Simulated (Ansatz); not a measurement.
**Ligand exchange: C4H9Br + C2H6OSi → C4H10O + C2H5BrSi**

Species: C4H9Br (1-bromobutane) `CCCCBr`, singlet; C2H6OSi `C=C[SiH2]O`, singlet; C4H10O `CCCCO`, singlet; C2H5BrSi `C=C[SiH2]Br`, singlet. The partners trade Br for OH: C–Br and Si–OH bonds give way to C–OH and Si–Br.

Shapes, held fixed at every level: PBE0-D4/def2-TZVP. Flexible molecules stand in one conformer, not always the lowest. Programs: Ansatz 0.2.0. The zero-point and thermal change to 298 K, harmonic and unscaled (PBE0-D4/def2-TZVP), is +3.5 kJ/mol.

| level | kind | ΔH(298 K) (kJ/mol) | less CCSD(T)/def2-TZVPP |
| --- | --- | --- | --- |
| HF/def2-SVP | Hartree–Fock | +8.1 | -29.6 |
| B3LYP-D4/def2-TZVPP | global hybrid | +34.8 | -2.9 |
| PBE0-D4/def2-TZVPP | global hybrid | +26.4 | -11.3 |
| r2SCAN0-D4/def2-TZVPP | global hybrid | +30.8 | -6.9 |
| wB97M-V/def2-TZVPP | range-separated hybrid | +32.4 | -5.3 |
| MP2/def2-SVP | perturbation theory | +19.2 | -18.5 |
| CCSD(T)/def2-SVP | coupled cluster or CI | +14.8 | -22.9 |
| CCSD(T)/def2-TZVPP | coupled cluster or CI | +37.7 | 0.0 |

The highest level, CCSD(T)/def2-TZVPP, gives ΔH(298 K) = +37.7 kJ/mol; the levels span +8.1 to +37.7. The column of differences is taken from that level and isn't an error. No measured value is set beside it here. Relativity is left out for Br. Outer-core shells of Br are correlated, in sets that cover them unevenly.
